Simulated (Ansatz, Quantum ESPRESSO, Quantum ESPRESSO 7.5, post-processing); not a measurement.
# BaS(001): dielectric constant from slabs in a field

How well do thin films like BaS(001), 5 layers screen a field, with the ions clamped and free?

Program: Quantum ESPRESSO 7.5. Level of theory: plane-wave DFT, LDA, GBRV ultrasoft pseudopotentials (geometry by Ansatz 0.2.0 with PAW datasets; geometry under PBE). Results are calculated unless marked as measured.

This is a report of a sequence of runs, with most program output left out.

**1. The starting structure**

The cell holds 10 atoms: 5 Ba and 5 S. Cell: a = 4.561 Å, b = 4.561 Å, c = 28.900 Å, α = 90.0°, β = 90.0°, γ = 90.0°. It derives from BaS. Vacuum lies along c.

**2. Geometry from Ansatz, 5 layers**

A relaxation in Ansatz fixes the structure of this slab for the runs on it.

The input, input.yaml:

```yaml
crystal:
  lattice:
    - [4.5608387387, 0.0, 0.0]
    - [0.0, 4.5608387387, 0.0]
    - [0.0, 0.0, 28.9]
  atoms:
    - { symbol: Ba, position: [0.0, 0.0, 0.276816609] }
    - { symbol: S, position: [0.5, 0.5, 0.276816609] }
    - { symbol: Ba, position: [0.5, 0.5, 0.3884083045] }
    - { symbol: S, position: [0.0, 0.0, 0.3884083045] }
    - { symbol: Ba, position: [0.0, 0.0, 0.5] }
    - { symbol: S, position: [0.5, 0.5, 0.5] }
    - { symbol: Ba, position: [0.5, 0.5, 0.6115916955] }
    - { symbol: S, position: [0.0, 0.0, 0.6115916955] }
    - { symbol: Ba, position: [0.0, 0.0, 0.723183391] }
    - { symbol: S, position: [0.5, 0.5, 0.723183391] }
kpoints:
  mp_grid: { grid: [4, 4, 1] }
hamiltonian:
  xc: pbe
scf:
  occupations: { method: fixed }
  convergence: { dr2_threshold: 1.0e-09 }
efield:
  axis: 3
  dipole_correction: true
  ramp_position: 0.97
  ramp_width: 0.04
relax:
  f_tol: 0.003
output:
  write_potential: true
  write_density: true
  volumetric_format: npy
```

Command:

```
$ ansatz run input.yaml --threads 8 --pin off --max-ram 16384MiB --backend cpu --events-out ev --progress --plain --runs-dir out
```

Wall time 9.4 s (8 threads of Arm Neoverse V2, shared host); peak memory 1.2 GiB; 70 s of CPU time.

Step by step:

```tsv
step	energy less that of the first step (eV)	largest force component (eV/Å)
1	0.0000	0.1973
2	-0.0219	0.1064
3	-0.0263	0.0164
4	-0.0263	0.0032
5	-0.0263	0.0001
```

The atoms that moved most (Å):

```tsv
atom	dx	dy	dz	length
Ba9	0.000	0.000	-0.097	0.097
Ba1	0.000	0.000	0.097	0.097
S2	0.000	0.000	0.086	0.086
S10	0.000	0.000	-0.086	0.086
Ba7	0.000	0.000	-0.008	0.008
Ba3	0.000	0.000	0.008	0.008
```

The relaxation lowers the energy by 3 meV an atom.

Read from the output:

* free energy: -34278.4987 eV
* gap by band count: 2.139 eV
* symmetry operations: 8
* dipole along the normal: 1.21e-6 e·Å
* valence top, on the run's zero: 1.290 eV
* vacuum level at the upper face over the valence top of the mesh: 4.250 eV
* vacuum level at the lower face over the valence top of the mesh: 4.250 eV

**3. Self-consistent run, 5 layers: no field**

The slab without a field is the reference for all differences.

Level of this step: plane-wave DFT, LDA, GBRV ultrasoft pseudopotentials (Quantum ESPRESSO 7.5).

The input, n5.f0.in:

```
&control
  prefix = 'n5.f0'
  outdir = './out'
  pseudo_dir = './pseudo'
  calculation = 'scf'
  tprnfor = .true.
  tefield = .true.
  dipfield = .true.
/
&system
  ibrav = 0
  nat = 10
  ntyp = 2
  ecutwfc = 40
  ecutrho = 200
  occupations = 'fixed'
  edir = 3
  emaxpos = 0.97
  eopreg = 0.04
  eamp = 0.0
/
&electrons
  conv_thr = 1e-10
  mixing_beta = 0.5
  electron_maxstep = 120
/
ATOMIC_SPECIES
  Ba  137.3270  ba_lda_v1.uspp.F.UPF
  S   32.0600  s_lda_v1.4.uspp.F.UPF
CELL_PARAMETERS angstrom
  4.56083873870000 0.00000000000000 0.00000000000000
  0.00000000000000 4.56083873870000 0.00000000000000
  0.00000000000000 0.00000000000000 28.90000000000000
ATOMIC_POSITIONS crystal
  Ba  -0.000000000000 0.000000000000 0.280164965952
  S   0.500000000000 0.500000000000 0.279807064670
  Ba  0.500000000000 0.500000000000 0.388672194954
  S   -0.000000000000 0.000000000000 0.388408352514
  Ba  0.000000000000 0.000000000000 0.499999995996
  S   0.500000000000 0.500000000000 0.500000002911
  Ba  0.500000000000 0.500000000000 0.611327799255
  S   0.000000000000 0.000000000000 0.611591653419
  Ba  0.000000000000 0.000000000000 0.719835029236
  S   0.500000000000 0.500000000000 0.720192941093
K_POINTS automatic
  4 4 1 0 0 0
```

Command:

```
$ OMP_NUM_THREADS=1 mpirun -n 8 pw.x -nk 1 -in n5.f0.in > n5.f0.out
```

The job ended after 48 s (8 MPI ranks; peak memory 1.7 GiB; 6.4 min of CPU time).

Read from the output:

```
free energy                    : -6444.6681 eV
dipole along the normal        : 0 e·Å
valence top, on the run's zero : 1.082 eV
```

The run needed 17 iterations to bring the estimated error under 1e-10 Ry; the largest force on any atom, held or free, is 0.21 eV/Å.

**4. Electrostatic potential, 5 layers**

plot_num = 11 writes the bare and Hartree potential. It leaves out exchange and correlation, which fade slowly, so it flattens close to the surface.

The input, n5.f0.pot.in:

```
&inputpp
  prefix = 'n5.f0'
  outdir = './out'
  filplot = 'n5.f0.pot.dat'
  plot_num = 11
/
```

Command:

```
$ OMP_NUM_THREADS=1 mpirun -n 8 pp.x -in n5.f0.pot.in > n5.f0.pot.out
```

Elapsed: 1.1 s, on 8 MPI ranks; peak memory 0.18 GiB.

This step gave:

| Property | Result |
| --- | --- |
| slope of the potential above | 2.52e-4 eV/Å |
| upper vacuum line continued to the top atoms, over the valence top | 4.491 eV |
| slope of the potential below | -1.74e-4 eV/Å |
| lower vacuum line continued to the bottom atoms, over the valence top | 4.491 eV |
| vacuum level at the upper face over the valence top of the mesh | 4.492 eV |
| vacuum level at the lower face over the valence top of the mesh | 4.492 eV |

The potential energy, planar mean oscillates, so the rows of the table below give means over windows of 3.12 Å about each position, cut where the curve ends. Its maxima inside the range that stand out by 2 % of the span (Å: eV): 9.7: 3.48, 12.8: 3.50, 16.1: 3.50, 19.2: 3.48. Its minima: 8.1: -8.91, 11.2: -8.95, 14.4: -9.00, 17.7: -8.95, 20.8: -8.91.

Electrostatic potential energy of an electron, with the sawtooth; zero at the highest filled level of the SCF mesh. Table of potential energy, planar mean by z; means over each step:

```tsv
z (Å)	potential energy, planar mean (eV)
1.56	4.49
4.68	4.45
7.80	-1.55
10.92	-1.65
14.04	-1.67
17.16	-1.62
20.28	-1.62
23.40	4.15
26.52	4.49
```

The vacuum is flat to 0.3 meV/Å, so its level is well defined. Inside the slab the curve depends on the local part of the pseudopotentials; only the vacuum level has a meaning of its own.

**5. Self-consistent run, 5 layers: field 0.1 V/Å**

With the ions clamped, only the electrons screen the field of 0.1 V/Å.

n5.f1.in, as its differences from the input of step 3:

```diff
@@ -1,3 +1,3 @@
 &control
-  prefix = 'n5.f0'
+  prefix = 'n5.f1'
   outdir = './out'
@@ -19,3 +19,3 @@
   eopreg = 0.04
-  eamp = 0.0
+  eamp = 0.00194469
 /
```

Command:

```
$ OMP_NUM_THREADS=1 mpirun -n 8 pw.x -nk 1 -in n5.f1.in > n5.f1.out
```

It took 49 s on 8 MPI ranks; peak memory 1.7 GiB; 6.5 min of CPU time.

This step gave:

| Item | Value |
| --- | --- |
| free energy | -6444.6757 eV |
| dipole along the normal | 0.1529 e·Å |
| valence top, on the run's zero | 1.212 eV |

**6. Potential by pp.x, 5 layers**

The input, n5.f1.pot.in:

```
&inputpp
  prefix = 'n5.f1'
  outdir = './out'
  filplot = 'n5.f1.pot.dat'
  plot_num = 11
/
```

Command:

```
$ OMP_NUM_THREADS=1 mpirun -n 8 pp.x -in n5.f1.pot.in > n5.f1.pot.out
```

Elapsed: 1.1 s, on 8 MPI ranks; peak memory 0.18 GiB; 8.3 s of CPU time.

This step gave:

```
slope of the potential above                                          : 0.1002 eV/Å
upper vacuum line continued to the top atoms, over the valence top    : 4.350 eV
slope of the potential below                                          : 0.09977 eV/Å
lower vacuum line continued to the bottom atoms, over the valence top : 4.407 eV
```

The slope in the vacuum is 0.100 eV/Å for an applied 0.10 V/Å, as it should be.

Each curve counts from the valence top of its own run.

The potential energy (potential at 0.0 V/Å) oscillates, so the rows of the table below give means over windows of 3.12 Å about each position, cut where the curve ends. Its maxima inside the range that stand out by 2 % of the span (Å: eV): 9.7: 3.48, 12.8: 3.50, 16.1: 3.50, 19.2: 3.48. Its minima: 8.1: -8.91, 11.2: -8.95, 14.4: -9.00, 17.7: -8.95, 20.8: -8.91.

The runs together. The potential energy by z; means over each step:

```tsv
z (Å)	potential at 0.0 V/Å (eV)	potential at 0.1 V/Å (eV)
1.56	4.49	3.77
4.68	4.45	4.02
7.80	-1.55	-1.79
10.92	-1.65	-1.84
14.04	-1.67	-1.79
17.16	-1.62	-1.68
20.28	-1.62	-1.62
23.40	4.15	4.28
26.52	4.49	4.92
```

**7. Clamped-ion dielectric constant from the field inside the slab, 5 layers**

Read from the output:

```
change of slope in the vacuum : 0.09994 eV/Å
polarisability a cell         : 22.02 Å³
sheet polarisability 4πα/A    : 13.30 Å
change of slope inside        : 0.02026 eV/Å
dielectric constant           : 4.933
```

Running mean over one layer period, set to zero at the slab's centre. The change of the potential energy, second field less first by z:

z (Å), change of the potential energy, second field less first (eV) and a bar from the least value:
```
        0     -0.138 ############
        1     -0.507 ##
        2     -0.578 
        3     -0.478 ###
        4     -0.379 #####
        5     -0.285 ########
        6     -0.204 ##########
        7     -0.151 ############
        8     -0.122 ############
        9     -0.104 #############
       10     -0.087 #############
       11     -0.070 ##############
       12     -0.050 ##############
       13     -0.029 ###############
       14     -0.009 ################
       15      0.011 ################
       16      0.031 #################
       17      0.052 #################
       18      0.072 ##################
       19      0.089 ##################
       20      0.106 ###################
       21      0.125 ###################
       22      0.156 ####################
       23      0.214 ######################
       24      0.297 ########################
       25      0.393 ###########################
       26      0.492 #############################
       27      0.521 ##############################
       28      0.208 #####################
```

ε = 0.0999 / 0.0203 = 4.93.

**8. Relaxing the ions, 5 layers: ions relaxed in a field of 0.0 V/Å**

For the ionic share, the slab is first relaxed tightly without a field, by the same code.

n5.r0.in, as its differences from the input of step 5:

```diff
@@ -1,9 +1,11 @@
 &control
-  prefix = 'n5.f1'
+  prefix = 'n5.r0'
   outdir = './out'
   pseudo_dir = './pseudo'
-  calculation = 'scf'
-  tprnfor = .true.
+  nstep = 30
+  forc_conv_thr = 5e-05
+  calculation = 'relax'
   tefield = .true.
   dipfield = .true.
+  etot_conv_thr = 1e-07
 /
@@ -19,3 +21,3 @@
   eopreg = 0.04
-  eamp = 0.00194469
+  eamp = 0.0
 /
@@ -25,2 +27,4 @@
   electron_maxstep = 120
+/
+&ions
 /
```

Command:

```
$ OMP_NUM_THREADS=1 mpirun -n 8 pw.x -nk 1 -in n5.r0.in > n5.r0.out
```

Elapsed: 13 min, on 8 MPI ranks; peak memory 1.7 GiB.

The run ended without convergence.

The SCF cycles converged, but the relaxation stalled before the forces met their threshold.

**9. Relaxing the ions, 5 layers: ions relaxed in a field of 0.1 V/Å**

Then it is relaxed in the field: cations and anions move against each other.

n5.r1.in, as its differences from the input of step 8:

```diff
@@ -1,3 +1,3 @@
 &control
-  prefix = 'n5.r0'
+  prefix = 'n5.r1'
   outdir = './out'
@@ -21,3 +21,3 @@
   eopreg = 0.04
-  eamp = 0.0
+  eamp = 0.00194469
 /
```

Command:

```
$ OMP_NUM_THREADS=1 mpirun -n 8 pw.x -nk 1 -in n5.r1.in > n5.r1.out
```

Wall time 12 min (8 MPI ranks); peak memory 1.7 GiB; 1.6 h of CPU time.

This step gave:

- free energy: -6444.7517 eV
- dipole along the normal: 0.1738 e·Å
- valence top, on the run's zero: 1.096 eV

**10. Electrostatic potential, 5 layers**

The input, n5.r1.pot.in:

```
&inputpp
  prefix = 'n5.r1'
  outdir = './out'
  filplot = 'n5.r1.pot.dat'
  plot_num = 11
/
```

Command:

```
$ OMP_NUM_THREADS=1 mpirun -n 8 pp.x -in n5.r1.pot.in > n5.r1.pot.out
```

Wall time 1.1 s (8 MPI ranks); peak memory 0.18 GiB; 8.3 s of CPU time.

This step gave:

| Property | Result |
| --- | --- |
| upper vacuum line continued to the top atoms, over the valence top | 4.361 eV |
| slope of the potential below | 0.09982 eV/Å |
| lower vacuum line continued to the bottom atoms, over the valence top | 4.636 eV |

The slope in the vacuum is 0.100 eV/Å for an applied 0.10 V/Å, as it should be.

**11. Geometry from Ansatz, 9 layers**

Level of this step: plane-wave DFT, PBE, Ansatz PAW (Ansatz 0.2.0).

System of this step: BaS(001), 9 layers. The cell holds 18 atoms: 9 Ba and 9 S. Cell: a = 4.561 Å, b = 4.561 Å, c = 41.800 Å, α = 90.0°, β = 90.0°, γ = 90.0°. It derives from BaS. Vacuum lies along c.

input.yaml, the sections that differ from step 2:

```yaml
crystal:
  lattice:
    - [4.5608387387, 0.0, 0.0]
    - [0.0, 4.5608387387, 0.0]
    - [0.0, 0.0, 41.8]
  atoms:
    - { symbol: Ba, position: [0.0, 0.0, 0.1913875598] }
    - { symbol: S, position: [0.5, 0.5, 0.1913875598] }
    - { symbol: Ba, position: [0.5, 0.5, 0.2685406699] }
    - { symbol: S, position: [0.0, 0.0, 0.2685406699] }
    - { symbol: Ba, position: [0.0, 0.0, 0.3456937799] }
    - { symbol: S, position: [0.5, 0.5, 0.3456937799] }
    - { symbol: Ba, position: [0.5, 0.5, 0.42284689] }
    - { symbol: S, position: [0.0, 0.0, 0.42284689] }
    - { symbol: Ba, position: [0.0, 0.0, 0.5] }
    - { symbol: S, position: [0.5, 0.5, 0.5] }
    - { symbol: Ba, position: [0.5, 0.5, 0.57715311] }
    - { symbol: S, position: [0.0, 0.0, 0.57715311] }
    - { symbol: Ba, position: [0.0, 0.0, 0.6543062201] }
    - { symbol: S, position: [0.5, 0.5, 0.6543062201] }
    - { symbol: Ba, position: [0.5, 0.5, 0.7314593301] }
    - { symbol: S, position: [0.0, 0.0, 0.7314593301] }
    - { symbol: Ba, position: [0.0, 0.0, 0.8086124402] }
    - { symbol: S, position: [0.5, 0.5, 0.8086124402] }
# kpoints, hamiltonian, scf, efield, relax, output: as in step 2
```

Command:

```
$ ansatz run input.yaml --threads 8 --pin off --max-ram 16384MiB --backend cpu --events-out ev --progress --plain --runs-dir out
```

Run time: 26 s. Hardware: 8 threads; peak memory 2.3 GiB; 3.3 min of CPU time.

The steps of the relaxation:

```tsv
step	energy less that of the first step (eV)	largest force component (eV/Å)
1	0.0000	0.1972
2	-0.0238	0.1022
3	-0.0284	0.0142
4	-0.0284	0.0032
5	-0.0284	0.0001
```

Forces are held to the 8 operations that the run works with; a distortion that breaks them can't arise in this run.

The atoms that moved most (Å):

```tsv
atom	dx	dy	dz	length
Ba17	0.000	0.000	-0.127	0.127
Ba1	0.000	0.000	0.127	0.127
S2	0.000	0.000	0.118	0.118
S18	0.000	0.000	-0.118	0.118
Ba15	0.000	0.000	-0.038	0.038
Ba3	0.000	0.000	0.038	0.038
S6	0.000	0.000	0.036	0.036
S14	0.000	0.000	-0.036	0.036
```

The relaxation lowers the energy by 2 meV an atom.

This step gave:

```
free energy                                                     : -61701.9478 eV
gap by band count                                               : 2.086 eV
dipole along the normal                                         : 3.37e-6 e·Å
valence top, on the run's zero                                  : 2.649 eV
vacuum level at the upper face over the valence top of the mesh : 4.251 eV
vacuum level at the lower face over the valence top of the mesh : 4.251 eV
```

**12. Self-consistent run, 9 layers: no field**

Level of this step: plane-wave DFT, LDA, GBRV ultrasoft pseudopotentials (Quantum ESPRESSO 7.5).

The input, n9.f0.in:

```
&control
  prefix = 'n9.f0'
  outdir = './out'
  pseudo_dir = './pseudo'
  calculation = 'scf'
  tprnfor = .true.
  tefield = .true.
  dipfield = .true.
/
&system
  ibrav = 0
  nat = 18
  ntyp = 2
  ecutwfc = 40
  ecutrho = 200
  occupations = 'fixed'
  edir = 3
  emaxpos = 0.97
  eopreg = 0.04
  eamp = 0.0
/
&electrons
  conv_thr = 1e-10
  mixing_beta = 0.5
  electron_maxstep = 120
/
ATOMIC_SPECIES
  Ba  137.3270  ba_lda_v1.uspp.F.UPF
  S   32.0600  s_lda_v1.4.uspp.F.UPF
CELL_PARAMETERS angstrom
  4.56083873870000 0.00000000000000 0.00000000000000
  0.00000000000000 4.56083873870000 0.00000000000000
  0.00000000000000 0.00000000000000 41.80000000000000
ATOMIC_POSITIONS crystal
  Ba  0.000000000000 0.000000000000 0.194417311581
  S   0.500000000000 0.500000000000 0.194202370842
  Ba  0.500000000000 0.500000000000 0.269460661041
  S   -0.000000000000 0.000000000000 0.269218874147
  Ba  -0.000000000000 0.000000000000 0.346420416794
  S   0.500000000000 0.500000000000 0.346566758509
  Ba  0.500000000000 0.500000000000 0.423219693331
  S   -0.000000000000 0.000000000000 0.423167134044
  Ba  0.000000000000 0.000000000000 0.499999998639
  S   0.500000000000 0.500000000000 0.500000000263
  Ba  0.500000000000 0.500000000000 0.576780304299
  S   0.000000000000 0.000000000000 0.576832865733
  Ba  0.000000000000 0.000000000000 0.653579580978
  S   0.500000000000 0.500000000000 0.653433242559
  Ba  0.500000000000 0.500000000000 0.730539338619
  S   0.000000000000 0.000000000000 0.730781127846
  Ba  0.000000000000 0.000000000000 0.805582686479
  S   0.500000000000 0.500000000000 0.805797634296
K_POINTS automatic
  4 4 1 0 0 0
```

Command:

```
$ OMP_NUM_THREADS=1 mpirun -n 8 pw.x -nk 1 -in n9.f0.in > n9.f0.out
```

It took 2.5 min on 8 MPI ranks; peak memory 1.9 GiB.

Numbers from this step:

```
free energy                    : -11601.2938 eV
dipole along the normal        : 0 e·Å
valence top, on the run's zero : 2.444 eV
```

**13. Electrostatic potential, 9 layers**

The input, n9.f0.pot.in:

```
&inputpp
  prefix = 'n9.f0'
  outdir = './out'
  filplot = 'n9.f0.pot.dat'
  plot_num = 11
/
```

Command:

```
$ OMP_NUM_THREADS=1 mpirun -n 8 pp.x -in n9.f0.pot.in > n9.f0.pot.out
```

Elapsed: 1.4 s, on 8 MPI ranks; peak memory 0.24 GiB.

This step gave:

| Item | Value |
| --- | --- |
| slope of the potential above | 3.17e-4 eV/Å |
| upper vacuum line continued to the top atoms, over the valence top | 4.492 eV |
| slope of the potential below | -1.81e-4 eV/Å |
| lower vacuum line continued to the bottom atoms, over the valence top | 4.493 eV |
| vacuum level at the upper face over the valence top of the mesh | 4.494 eV |
| vacuum level at the lower face over the valence top of the mesh | 4.494 eV |

(Continued in part 2 of 2.)

[Logs are printed without paths, hosts, clocks, repeated set-up lines and the standing remarks that a program may print on its own settings, such as how far it seeks lower states.]

[Hosts, paths, dates, database ids (printed as entryN), source tags and the programs' standing remarks are cut or masked in the printed files.]

[Maps of the electrostatic potential energy from Ansatz leave out the sawtooth potential of an applied field or a dipole correction, so their vacuum need not be flat; planar profiles and work functions include it.]
